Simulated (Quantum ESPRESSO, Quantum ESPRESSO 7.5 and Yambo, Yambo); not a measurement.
## BeTe (F-43m): G0W0 on several meshes in Yambo

How does the mesh move the gap of BeTe (F-43m)?

Program: Quantum ESPRESSO 7.5 and Yambo 5.3.0. Level of theory: PBE and many-body steps on it, plane waves. Results are calculated unless marked as measured.

Most raw output is cut from this account.

### Step 1. Set-up

Symmetry: F-43m, No. 216, cubic system. Conventional cell: a = 5.663 Å, b = 5.663 Å, c = 5.663 Å, α = 90.00°, β = 90.00°, γ = 90.00°. Nearest to Be lie 4 Te at 2.45 Å. Nearest to Te lie 4 Be at 2.45 Å. Farther neighbours and most contacts between anions are not listed.

The cell and positions are those that the Materials Project relaxed with its own functionals (PBE, PBE+U or r2SCAN), kept fixed. Spin-orbit coupling is left out unless a step names it.

### Step 2. Empty states on the mesh, 2×2×2 mesh, 149 bands

This step: Quantum ESPRESSO 7.5; DFT, PBE, plane waves, norm-conserving pseudopotentials.

The sums over transitions need many empty states on a uniform mesh; this step solves for them.

The input, pw.in:

```
&control
  calculation = 'nscf'
  prefix = 'x'
  outdir = 'o'
  pseudo_dir = 'pseudo'
/
&system
  ibrav = 0
  nat = 2
  ntyp = 2
  ecutwfc = 88.0
  nbnd = 149
  force_symmorphic = .true.
/
&electrons
  conv_thr = 1e-9
  electron_maxstep = 80
  diago_full_acc = .true.
  diago_thr_init = 5e-6
/
ATOMIC_SPECIES
  Be 9.012 Be.upf
  Te 127.6 Te.upf
CELL_PARAMETERS angstrom
  -0.0000000000 2.8314587876 2.8314587876
  2.8314587876 0.0000000000 2.8314587876
  2.8314587876 2.8314587876 0.0000000000
ATOMIC_POSITIONS crystal
  Be 0.0000000000 0.0000000000 0.0000000000
  Te 0.7500000000 0.7500000000 0.7500000000
K_POINTS automatic
  2 2 2 0 0 0
```

Run with:

```console
$ OMP_NUM_THREADS=1 mpirun -n 4 pw.x -nk 4 -in pw.in > pw.out
```

It took 5.7 s on 4 MPI ranks of Arm Neoverse V2, shared host; peak memory 0.36 GiB; 23 s of CPU time.

Numbers from this step:

- gap: 2.027 eV
- k of the valence top: 0, 0, 0
- k of the conduction bottom: 0, -0.5, -0.5
- least direct gap: 3.645 eV
- k points computed: 3
- lowest point of the top converged band, above the valence top: 105.4821 eV

On this mesh the gap is 2.027 eV.

The density comes from a self-consistent run that is not shown.

### Step 3. Conversion and set-up

This step: Yambo 5.3.0; conversion and set-up on PBE, plane waves, norm-conserving pseudopotentials.

The states are converted to the many-body program's format and the q mesh is built.

Run with:

```console
$ (cd o/x.save; p2y > p2y.log; mv SAVE ../..); yambo > setup.log
```

The job ended after 2 s (1 MPI rank; peak memory 0.25 GiB).

### Step 4. 2×2×2

Now the one-shot GW correction: screening in the RPA, then the self-energy of the levels asked for.

This step: G0W0 on PBE, plane waves, norm-conserving pseudopotentials.

The input, gw13.in:

```
HF_and_locXC
gw0
dyson
ppa
em1d
rim_cut
RandQpts= 1000000
RandGvec= 1 RL
EXXRLvcs= 88 Ry
VXCRLvcs= 352 Ry
Chimod= "HARTREE"
% BndsRnXp
 1 | 149 |
%
NGsBlkXp= 15.5 Ry
% LongDrXp
 1 | 1 | 1 |
%
% GbndRnge
 1 | 149 |
%
DysSolver= "n"
ExtendOut
PPAPntXp= 27.21138 eV
% QPkrange
 1 | 1 | 13 | 16 |
 3 | 3 | 13 | 16 |
%
```

Run with:

```console
$ OMP_NUM_THREADS=1 mpirun -n 4 yambo -F gw13.in -J gw13 -C gw13 > gw13.log
```

The job ended after 14 s (4 MPI ranks; peak memory 1.3 GiB).

Numbers from this step:

```
G0W0 gap on the points computed              : 2.714 eV
starting gap on the mesh                     : 2.027 eV
k of the valence top                         : 0, 0, 0
k of the conduction bottom                   : 0, -0.5, -0.5
least direct G0W0 gap on the computed points : 4.664 eV
Z at the valence top                         : 0.8099
Z at the conduction bottom                   : 0.8235
```

The gap on the mesh goes from 2.03 eV to 2.71 eV, a correction of +0.69 eV.

### Step 5. Empty states on the mesh, 6×6×6 mesh, 149 bands

This step: Quantum ESPRESSO 7.5; DFT, PBE, plane waves, norm-conserving pseudopotentials.

Edit pw.in of step 2 so:

```diff
@@ -31,2 +31,2 @@
 K_POINTS automatic
-  2 2 2 0 0 0
+  6 6 6 0 0 0
```

Run with:

```console
$ OMP_NUM_THREADS=1 mpirun -n 4 pw.x -nk 4 -in pw.in > pw.out
```

Run time: 22 s. Hardware: 4 MPI ranks; peak memory 0.42 GiB; 86 s of CPU time.

Numbers from this step:

- gap: 2.027 eV
- k of the valence top: 0, 0, 0
- k of the conduction bottom: 0, -0.5, -0.5
- least direct gap: 3.645 eV
- k points computed: 16
- lowest point of the top converged band, above the valence top: 105.4821 eV

On this mesh the gap is 2.027 eV.

### Step 6. Conversion and set-up

This step: Yambo 5.3.0; conversion and set-up on PBE, plane waves, norm-conserving pseudopotentials.

Run with:

```console
$ (cd o/x.save; p2y > p2y.log; mv SAVE ../..); yambo > setup.log
```

The job ended after 2.5 s (1 MPI rank; peak memory 0.25 GiB).

### Step 7. 6×6×6

This step: G0W0 on PBE, plane waves, norm-conserving pseudopotentials.

gw14.in, as its differences from gw13.in of step 4:

```diff
@@ -26,3 +26,3 @@
  1 | 1 | 13 | 16 |
- 3 | 3 | 13 | 16 |
+ 13 | 13 | 13 | 16 |
 %
```

Run with:

```console
$ OMP_NUM_THREADS=1 mpirun -n 4 yambo -F gw14.in -J gw14 -C gw14 > gw14.log
```

The job ended after 13 min (4 MPI ranks; peak memory 2.3 GiB; 51 min of CPU time).

This step gave:

- G0W0 gap on the points computed: 2.856 eV
- starting gap on the mesh: 2.027 eV
- k of the valence top: 0, 0, 0
- k of the conduction bottom: 0, -0.5, -0.5
- least direct G0W0 gap on the computed points: 4.714 eV
- Z at the valence top: 0.8047
- Z at the conduction bottom: 0.8169

Against G0W0 in Yambo (2×2×2 mesh, 149 bands, screening to 210.9 eV, Godby-Needs plasmon pole), the gap moves by +0.142 eV.

### Step 8. The runs together

Times are wall times on 4 MPI ranks of Arm Neoverse V2, shared host, good to a factor of about two.

| run | mesh | bands | screening cutoff (eV) | DFT gap (eV) | gap on the mesh (eV) | direct (eV) | time |
| --- | --- | --- | --- | --- | --- | --- | --- |
| 2×2×2 | 2×2×2 | 149 | 210.9 | 2.027 | 2.714 | 4.664 | 14 s |
| 6×6×6 | 6×6×6 | 149 | 210.9 | 2.027 | 2.856 | 4.714 | 13 min |

### Step 9. What came out

```
2×2×2        : 2.714 eV
6×6×6        : 2.856 eV
known limits : not at the basis limit; no spin-orbit coupling; coarse k mesh
```

**Reading.** 6×6×6: +0.142 eV against 2×2×2. Bands and cutoff are finite, so the gap is not at the basis limit. The miss can reach some tenths of an eV and take either sign; the mesh is an error of its own. In the G0W0 runs levels were corrected at 2 k points alone, so a gap called «on the mesh» is the least over those, and an edge elsewhere would be missed. The 2×2×2 mesh is coarse for this cell, which bears on the long-range parts of exchange and screening. The many-body steps are scalar-relativistic: spin-orbit coupling is not in them.

[Paths, hosts, dates, memory and timing lines, banners, echoed tables and standing remarks are left out of the program output.]

[Logs are printed without paths, hosts, clocks, repeated set-up lines and the standing remarks that a program may print on its own settings, such as how far it seeks lower states.]

[Runs of the session that timed out or met a known fault of the program may be left out.]

[Hosts, paths, dates, database ids (printed as entryN), source tags and the programs' standing remarks are cut or masked in the printed files.]
